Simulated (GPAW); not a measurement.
Crystal: Ag.

```
Ag
1.0
     0.00000    2.04275    2.04275
     2.04275    0.00000    2.04275
     2.04275    2.04275    0.00000
Ag
1
Direct
  0.00000 0.00000 0.00000
```

- Program: GPAW 26.7.0
- Task: relaxation of cell and atoms
- Functional: PBEsol
- Dispersion: D3(BJ)+ATM
- Potentials or basis: PAW data sets generated in the run's folder for this functional
- Cutoff: 600 eV
- Basis: pw
- k mesh: 11 × 11 × 11
- Occupations: fermi-dirac, width 0.05 eV
- Spin: no spin polarisation

At the start: pressure -6.9 GPa; volume 17.05 Å³/atom.

**Question.** Where does the relaxation end?

**Answer.** Over 4 steps the energy falls by 23.0 meV/atom and the volume is 16.07 Å³/atom (-5.7 %); space group Fm-3m (No. 225, to 0.05 Å).

The path:
| step | energy change (eV) | largest force (eV/Å) | pressure (GPa) | volume (Å³) |
| --- | --- | --- | --- | --- |
| 1 | 0.0000 | 0.0000 | -6.93 | 17.05 |
| 2 | -0.0178 | 0.0000 | -3.55 | 16.52 |
| 3 | -0.0231 | 0.0000 | 0.48 | 16.01 |
| 4 | -0.0230 | 0.0000 | -0.03 | 16.07 |

Final structure:
```yaml
crystal:
  lattice:
    - [0.00000, 2.00289, 2.00289]
    - [2.00289, 0.00000, 2.00289]
    - [2.00289, 2.00289, 0.00000]
  atoms:
    - { symbol: Ag, position: [0.00000, 0.00000, 0.00000] }
```

Caveat: later steps reuse the first step's grids; pairwise dispersion overbinds metals, which lowers pressure and volume.
